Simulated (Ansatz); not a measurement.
Crystal: MnSi.

```
Mn Si
1.0
     3.07218    0.00000    0.00000
     0.00000    3.07218    0.00000
     0.00000    0.00000    3.07218
Mn Si
1 1
Cartesian
  0.0000 0.0000 0.0000
  1.5361 1.5361 1.5361
```

The cell was built by a generator and needn't be a form met in nature.

* Program: Ansatz 0.2.0
* Task: relaxation of cell and atoms
* Functional: HSE03
* Potentials or basis: Ansatz PAW
* Cutoff: 420 eV (not typed: the program's choice for these potentials)
* k mesh: 5 × 5 × 5
* Occupations: fermi-dirac, width 0.05 eV
* Spin: collinear spin, ferromagnetic start
* Starting moments: [4.0, 0.0] μB

At the start: volume 14.50 Å³/atom.

How do energy, volume and symmetry change on relaxing?

It ends after 4 steps and the volume is 15.19 Å³/atom (+4.8 %); space group Pm-3m (No. 221, to 0.05 Å); moment 3.88 μB per cell.

The path:
| step | energy change (eV) | largest force (eV/Å) | volume (Å³) |
| --- | --- | --- | --- |
| 1 | 0.0000 | 0.0000 | 29.00 |
| 2 | -0.0180 | 0.0000 | 30.13 |
| 3 | -0.0183 | 0.0000 | 30.37 |
| 4 | -0.0196 | 0.0000 | 30.37 |

Final structure:
```
CELL_PARAMETERS angstrom
3.12010 0.00000 0.00000
0.00000 3.12010 0.00000
0.00000 0.00000 3.12010
ATOMIC_POSITIONS crystal
Mn 0.00000 0.00000 0.00000
Si 0.50000 0.50000 0.50000
```

Caveat: the k mesh is coarse (spacing up to 0.41 Å⁻¹), so the values aren't converged, least of all with exact exchange; the magnetic or orbital state may not be the lowest; the plane-wave basis is chosen anew once the cell has moved, so the energies of steps on either side of that aren't comparable; the PAW data sets come from PBE, with cores solved anew for the run's functional, which leaves a small shift of forces and pressure.
